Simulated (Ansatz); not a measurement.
# Strain and the gap of Si (lonsdaleite)

Si, lonsdaleite, relaxed with r2SCAN in the plane-wave code Ansatz. The symmetry is P6_3/mmc (No. 194, hexagonal); a = 3.832 Å, c = 6.341 Å in the conventional setting, 20.16 Å³ an atom. Around Si lie 4 Si at 2.35–2.37 Å.

The axes x, y and z are those of this cell:
```
Si
1.0
     3.83213    0.00000    0.00000
    -1.91606    3.31872    0.00000
     0.00000    0.00000    6.34122
Si
4
Direct
  0.33333 0.66667 0.00056
  0.66667 0.33333 0.50056
  0.33333 0.66667 0.37444
  0.66667 0.33333 0.87444
```

Unstrained: The PBE gap is indirect, 0.425 eV (Γ to M), below the direct gap of 1.037 eV at Γ. With r2SCAN the valence top lies at Γ and the conduction bottom at M, 0.608 eV higher; the smallest vertical gap, at Γ, is 1.362 eV. The HSE06 gap is indirect, 0.972 eV (Γ to M), below the direct gap of 1.696 eV at Γ. Meshes: PBE 12×12×4, r2SCAN 12×12×4, HSE06 6×6×4. Strains are changes of length per length. After each strain the atoms were relaxed again with r2SCAN within the symmetry that the strain leaves, so tilts or polar shifts that break it weren't tested; points keep the names that they have in the unstrained zone. Spin-unpolarised throughout; all numbers are computed.

Changes of the least gap in eV (an overlap counts as a negative gap):
```tsv
strain	volume change (%)	space group	PBE	r2SCAN	HSE06	G0W0@PBE (mesh)	energy rise, r2SCAN (meV/atom)
epitaxial -4.0 % in the xy plane, free normal strain +1.49 %	-6.5	P6_3/mmc	-0.191	-0.246	-0.231	–	51.6
epitaxial -3.0 % in the xy plane, free normal strain +1.08 %	-4.9	P6_3/mmc	-0.019	-0.070	-0.050	-0.07	28.6
epitaxial -2.0 % in the xy plane, free normal strain +0.69 %	-3.3	P6_3/mmc	-0.005	+0.001	-0.004	0.00	12.5
epitaxial -1.0 % in the xy plane, free normal strain +0.33 %	-1.7	P6_3/mmc	0.000	+0.003	+0.001	0.00	3.1
epitaxial +1.0 % in the xy plane, free normal strain -0.28 %	+1.7	P6_3/mmc	-0.004	-0.008	-0.006	-0.01	3.0
epitaxial +2.0 % in the xy plane, free normal strain -0.57 %	+3.4	P6_3/mmc	-0.015	-0.023	-0.020	-0.02	11.6
epitaxial +3.0 % in the xy plane, free normal strain -0.87 %	+5.2	P6_3/mmc	-0.031	-0.043	-0.040	-0.05	25.7
epitaxial +4.0 % in the xy plane, free normal strain -1.09 %	+7.0	P6_3/mmc	-0.076	-0.065	-0.062	-0.07	44.7
```
Unstrained, G0W0@PBE with 336 empty bands, a screening cutoff of 150 eV and a 6×6×2 mesh gives 0.90 eV on its mesh; the band count follows the volume. G0W0 values are finite-basis, finite-mesh values.

Epitaxial -4.0 % in the xy plane, free normal strain +1.49 %. HSE06: the gap goes from 0.972 to 0.741 eV (-0.231 eV); the edges move from Γ → M to Γ → K. Stress change with r2SCAN, compression positive: xx +10.81, yy +10.81, zz 0.00 GPa.

Epitaxial -3.0 % in the xy plane, free normal strain +1.08 %. HSE06: the gap goes from 0.972 to 0.922 eV (-0.050 eV); the edges move from Γ → M to Γ → K; with r2SCAN the top three valence levels at Γ, grouped 2+1 from the top over 377 meV, become 2+1 over 852 meV. Stress change with r2SCAN, compression positive: xx +7.89, yy +7.89, zz 0.00 GPa.

Epitaxial -2.0 % in the xy plane, free normal strain +0.69 %. HSE06: the gap goes from 0.972 to 0.968 eV (-0.004 eV); with r2SCAN the top three valence levels at Γ, grouped 2+1 from the top over 377 meV, become 2+1 over 669 meV. Stress change with r2SCAN, compression positive: xx +5.11, yy +5.11, zz 0.00 GPa.

Epitaxial -1.0 % in the xy plane, free normal strain +0.33 %. HSE06: the gap goes from 0.972 to 0.973 eV (+0.001 eV); with r2SCAN the top three valence levels at Γ, grouped 2+1 from the top over 377 meV, become 2+1 over 511 meV. Stress change with r2SCAN, compression positive: xx +2.48, yy +2.48, zz 0.00 GPa.

Epitaxial +1.0 % in the xy plane, free normal strain -0.28 %. HSE06: the gap goes from 0.972 to 0.966 eV (-0.006 eV); with r2SCAN the top three valence levels at Γ, grouped 2+1 from the top over 377 meV, become 2+1 over 267 meV. Stress change with r2SCAN, compression positive: xx -2.33, yy -2.33, zz -0.04 GPa.

Epitaxial +2.0 % in the xy plane, free normal strain -0.57 %. HSE06: the gap goes from 0.972 to 0.952 eV (-0.020 eV); with r2SCAN the top three valence levels at Γ, grouped 2+1 from the top over 377 meV, become 2+1 over 174 meV. Stress change with r2SCAN, compression positive: xx -4.48, yy -4.48, zz 0.00 GPa.

Epitaxial +3.0 % in the xy plane, free normal strain -0.87 %. HSE06: the gap goes from 0.972 to 0.932 eV (-0.040 eV); with r2SCAN the top three valence levels at Γ, grouped 2+1 from the top over 377 meV, become 2+1 over 97 meV. Stress change with r2SCAN, compression positive: xx -6.46, yy -6.46, zz +0.08 GPa.

Epitaxial +4.0 % in the xy plane, free normal strain -1.09 %. PBE: the gap goes from 0.425 to 0.349 eV (-0.076 eV); it turns from indirect (Γ → M) to direct (Γ). HSE06: the gap goes from 0.972 to 0.910 eV (-0.062 eV); with r2SCAN the top three valence levels at Γ, grouped 2+1 from the top over 377 meV, become 2+1 over 45 meV. Stress change with r2SCAN, compression positive: xx -8.29, yy -8.29, zz +0.08 GPa.

The meshes of the hybrids are coarse, so their gaps aren't converged to the digits shown.

The splittings at Γ are without spin-orbit coupling, which regroups them where it is of like size or larger.
